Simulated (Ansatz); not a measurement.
# Response of AgCl to small distortions

```yaml
crystal:
  lattice:
    - [3.43397, 0.00000, 0.00000]
    - [0.00000, 3.43397, 0.00000]
    - [0.00000, 0.00000, 3.43397]
  atoms:
    - { symbol: Ag, position: [0.00000, 0.00000, 0.00000] }
    - { symbol: Cl, position: [0.50000, 0.50000, 0.50000] }
```

Atom numbers follow the list: Ag1, Cl2.

Structure from Materials Project entry mp-726265 (possibly hypothetical), not relaxed further.

Method: Ansatz 0.2.0, DFT, PBE, all-electron LAPW, scalar-relativistic.

The runs use a Γ-centred 9×9×9 k mesh, Fermi–Dirac smearing of 0.01 eV, basis error target 1 meV/atom, no spin polarisation.

The unchanged cell is at -0.12 GPa.

Semilocal functionals give too small gaps.

x, y and z are the Cartesian axes of the cell as listed; fractional coordinates follow a strain, and an engineering shear is twice the off-diagonal strain component.

Q: One change gave: energy change under 1 meV/atom; stress change (xx, yy, zz, yz, xz, xy) 0.04, 0.04, 0.04, 0.24, 0.24, 0.24 GPa, compression positive; gap on the k mesh 0.61 → 0.56 eV. Which change was it?
A. equal xy, yz and zx engineering shear strains of +2 %
B. equal xy, yz and zx engineering shear strains of -2 %
C. equal xy, yz and zx engineering shear strains of +1 %
D. equal xy, yz and zx engineering shear strains of -3 %
E. equal xy, yz and zx engineering shear strains of +3 %
F. equal xy, yz and zx engineering shear strains of -1 %

A: A. For equal xy, yz and zx engineering shear strains of -3 %: energy change -2 meV/atom; stress change (xx, yy, zz, yz, xz, xy) 0.10, 0.10, 0.10, -0.35, -0.35, -0.35 GPa, compression positive; gap on the k mesh 0.61 → 0.53 eV. For equal xy, yz and zx engineering shear strains of -1 %: energy change under 1 meV/atom; stress change (xx, yy, zz, yz, xz, xy) 0.01, 0.01, 0.01, -0.12, -0.12, -0.12 GPa, compression positive; gap on the k mesh 0.61 → 0.58 eV. For equal xy, yz and zx engineering shear strains of -2 %: energy change under 1 meV/atom; stress change (xx, yy, zz, yz, xz, xy) 0.04, 0.04, 0.04, -0.24, -0.24, -0.24 GPa, compression positive; gap on the k mesh 0.61 → 0.55 eV. For equal xy, yz and zx engineering shear strains of +1 %: energy change under 1 meV/atom; stress change (xx, yy, zz, yz, xz, xy) 0.01, 0.01, 0.01, 0.12, 0.12, 0.12 GPa, compression positive; gap on the k mesh 0.61 → 0.58 eV. For equal xy, yz and zx engineering shear strains of +3 %: energy change -2 meV/atom; stress change (xx, yy, zz, yz, xz, xy) 0.09, 0.09, 0.09, 0.35, 0.35, 0.35 GPa, compression positive; gap on the k mesh 0.61 → 0.54 eV.
